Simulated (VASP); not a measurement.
## HfO₂ (fluorite), PBE relaxation of cell and atoms: VASP's output and Ansatz's

POSCAR

```
Hf O
 1.0000000000000000
     0.0000000000000000    2.8354234751999998    2.8354234751999998
     2.8354234751999998    0.0000000000000000    2.8354234751999998
     2.8354234751999998    2.8354234751999998    0.0000000000000000
 Hf  O
   1   2
Cartesian
  0.0000000000000000  0.0000000000000000  0.0000000000000000
  1.4177117375999999  1.4177117375999999  1.4177117375999999
  4.2531352128000002  4.2531352128000002  4.2531352128000002
```

VASP ran with the recommended PBE PAW datasets (22 valence electrons in the cell).

From OUTCAR

```
k-points           NKPTS =     29   k-points in BZ     NKDIM =     29   number of bands    NBANDS=     18

   NELECT =      22.0000    total number of electrons

   dimension x,y,z NGX =    30 NGY =   30 NGZ =   30
   dimension x,y,z NGXF=    60 NGYF=   60 NGZF=   60

  energy-cutoff  :      600.00
  volume of cell :       32.59
      direct lattice vectors                 reciprocal lattice vectors
     0.000000000  2.535355563  2.535355563    -0.197210998  0.197210998  0.197210998
     2.535355563 -0.000000000  2.535355563     0.197210998 -0.197210998  0.197210998
     2.535355563  2.535355563  0.000000000     0.197210998  0.197210998 -0.197210998

 k-points in reciprocal lattice and weights: KPOINTS created by Atomic Simulation Env
   0.00000000  0.00000000  0.00000000       0.002
   0.12500000  0.00000000  0.00000000       0.016
   0.25000000  0.00000000  0.00000000       0.016
   0.37500000  0.00000000  0.00000000       0.016
   0.50000000  0.00000000  0.00000000       0.008
   0.12500000  0.12500000  0.00000000       0.012
   0.25000000  0.12500000  0.00000000       0.047
   0.37500000  0.12500000  0.00000000       0.047
   ...

 E-fermi :   4.7534

 k-point     1 :       0.0000    0.0000    0.0000
  band No.  band energies     occupation
      1     -25.4143      2.00000
      2     -25.4143      2.00000
      3     -25.4143      2.00000
      4     -14.4550      2.00000
      5     -11.4253      2.00000
      6      -1.0660      2.00000
      7      -1.0660      2.00000
      8      -1.0660      2.00000
      9       3.6671      2.00000
     10       3.6671      2.00000
     11       3.6671      2.00000
     12       8.1550      0.00000
     13       8.1550      0.00000
     14      10.1086      0.00000
     15      14.6904      0.00000
     16      14.6904      0.00000
     17      14.6904      0.00000
     18      17.7630      0.00000

 k-point     2 :       0.1250    0.0000    0.0000
  band No.  band energies     occupation
      1     -25.4817      2.00000
      2     -25.4216      2.00000
      3     -25.4216      2.00000
      4     -14.2473      2.00000
      5     -11.5944      2.00000
      6      -0.9156      2.00000
      7      -0.9156      2.00000
      8      -0.6507      2.00000
      9       3.2095      2.00000
     10       3.3838      2.00000
     11       3.3838      2.00000
     12       8.4431      0.00000
     13       8.4431      0.00000
     14      10.7204      0.00000
     15      13.9970      0.00000
     16      14.4260      0.00000
     17      14.4260      0.00000
     18      17.7331      0.00000

 k-point     3 :       0.2500    0.0000    0.0000
  band No.  band energies     occupation
      1     -25.6379      2.00000
      2     -25.4393      2.00000
      3     -25.4393      2.00000
      4     -13.7552      2.00000
      5     -11.9361      2.00000
      6      -0.5436      2.00000
      7      -0.5436      2.00000
      8       0.3154      2.00000
      9       2.3047      2.00000
     10       2.8653      2.00000
     11       2.8653      2.00000
     12       8.8749      0.00000
     13       8.8749      0.00000
     14      11.3390      0.00000
     15      13.4985      0.00000
     16      13.9504      0.00000
     17      13.9504      0.00000
     18      16.9377      0.00000

 k-point     4 :       0.3750    0.0000    0.0000
  band No.  band energies     occupation
      1     -25.7861      2.00000
      2     -25.4568      2.00000
      3     -25.4568      2.00000
      4     -13.3339      2.00000
      5     -12.1315      2.00000
      6      -0.1733      2.00000
      7      -0.1733      2.00000
      8       1.2108      2.00000
      9       1.5343      2.00000
     10       2.5272      2.00000
     11       2.5272      2.00000
     12       8.9548      0.00000
     13       8.9548      0.00000
     14      11.1065      0.00000
     15      13.6920      0.00000
     16      13.6920      0.00000
     17      13.8233      0.00000
     18      16.4666      0.00000

 k-point     5 :       0.5000    0.0000    0.0000
  band No.  band energies     occupation
      1     -25.8454      2.00000
      2     -25.4640      2.00000
      3     -25.4640      2.00000
      4     -13.2225      2.00000
      5     -12.1271      2.00000
      6      -0.0294      2.00000
      7      -0.0294      2.00000
      8       1.2305      2.00000
      9       1.5472      2.00000
     10       2.4434      2.00000
     11       2.4434      2.00000
     12       8.8819      0.00000
     13       8.8819      0.00000
     14      11.2553      0.00000
     15      13.3400      0.00000
     16      13.6505      0.00000
     17      13.6505      0.00000
     18      16.8185      0.00000

 ...

  Total        0.0015091      0.0015091      0.0015091      0.0000000     -0.0000000      0.0000000
  in kB        0.0741769      0.0741769      0.0741769      0.0000000     -0.0000000      0.0000000
  external PRESSURE =       0.0741769 kB  Pullay stress =       0.0000000 kB

 POSITION                                       TOTAL-FORCE (eV/Angst)
 -----------------------------------------------------------------------------------
      0.00000      0.00000      0.00000        -0.000000     -0.000000      0.000000
      1.26768      1.26768      1.26768         0.000000      0.000000      0.000000
      3.80303      3.80303      3.80303        -0.000000      0.000000     -0.000000
 -----------------------------------------------------------------------------------
    total drift:                                0.000000     -0.000000      0.000000

  FREE ENERGIE OF THE ION-ELECTRON SYSTEM (eV)
  ---------------------------------------------------
  free  energy   TOTEN  =       -30.2536914992 eV

  energy  without entropy=      -30.2536914992  energy(sigma->0) =      -30.25369150
```

Each program uses its own PAW datasets. VASP's cell holds 22 valence electrons and Ansatz's 38.

Question: What does Ansatz give for the same cell and level of theory?

Answer: relaxed cell vector lengths 3.605, 3.605, 3.605 Å; relaxed cell volume 33.12 Å³.

Ansatz printed

```
basis re-selected at this cell: Δ(F+E_penalty+E_count) = +6.443e-4 eV, ΔP = -0.020 GPa vs the last step (what re-selecting the basis moved, of the pressure what is left beyond the Pulay correction that the steps carried, after the strain that the cell walked since its last selection, with what the two solves' SCF thresholds leave and, on support functions, any second-order correction that the steps lacked; it is no measure of the basis error at this ecutwfc). This SCF's stress stands 4.10e-3 GPa from its target on what of the cell is left free (relax.cell.stress_tol is 5.00e-2 GPa) and its largest allowed force component is 7.13e-18 eV/Å (relax.f_tol is 5.00e-3 eV/Å): within both
SCF converged after 6 iterations
Free energy (F): -16861.410123 eV
Harris-Foulkes:  -16861.410123 eV  (|F-HF|=7.28e-12)
Internal energy: -16861.410123 eV  (E = F + TS)
E sigma→0 (E₀):  -16861.410123 eV
Fermi energy:    17.602352 eV
--- Per-component energies (eV) ---
  E_band       = 40.212968
  E_kinetic    = 770.766907
  E_local      = -5782.485961  (includes V_loc(G=0)·N_el)
  E_nonlocal   = -1147.453552
  E_hartree    = 2649.095175
  E_xc         = -447.581129
  E_vxc        = -454.596084  (∫ρ·V_xc dr)
  E_paw        = -7242.404197  (= ΣΔE_a)
  E_vpaw       = 1355.786217  (= ΣTr[D̂ρ^β])
  E_aug_tail   = 0.005008  (compensation charges beyond the density's cutoff)
  E_ewald      = -5661.352374
  E_smearing   = -0.000000  (= −TS)
  E_closure    = 0.000000  (closes the sum)
  Σ components = -16861.410123   (vs F -16861.410123, Δ=0.00e0)
--- Forces (eV/Å), atoms counted from 1 ---
  atom   1  Hf    -0.00000000     0.00000000    -0.00000000
  atom   2  O      0.00000000     0.00000000     0.00000000
  atom   3  O     -0.00000000     0.00000000    -0.00000000
  max |Σ_I F_I| component: 4.63e-18 eV/Å
--- Stress (GPa, compression-positive) ---
       -0.004102      -0.000000      -0.000000
        0.000000      -0.004102       0.000000
       -0.000000       0.000000      -0.004102
  P = ⅓ Tr σ = -0.0041 GPa (-0.041 kbar)
--- Relaxed structure (6 steps of the walk, 6 accepted, 2 SCFs on fresh bases) ---
  F+E_penalty+E_count = -16861.41012324 eV   max|allowed force component| = 7.132e-18 eV/Å   (the final SCF, on the basis selected at the relaxed cell)
  cell:  # Å, volume = 33.1162 Å³
    - [-4.299219590490909e-34, 2.5488060283576925, 2.5488060283576925]
    - [2.5488060283576925, 7.579365336667446e-34, 2.5488060283576925]
    - [2.5488060283576925, 2.5488060283576925, -2.86614676850377e-35]
  atoms:
    - { symbol: Hf, position: [-7.067282031125644e-34, 7.444646192659343e-34, 6.236460657860125e-34] }
    - { symbol: O, position: [0.24999999999999997, 0.24999999999999997, 0.24999999999999997] }
    - { symbol: O, position: [0.75, 0.75, 0.7499999999999998] }
```
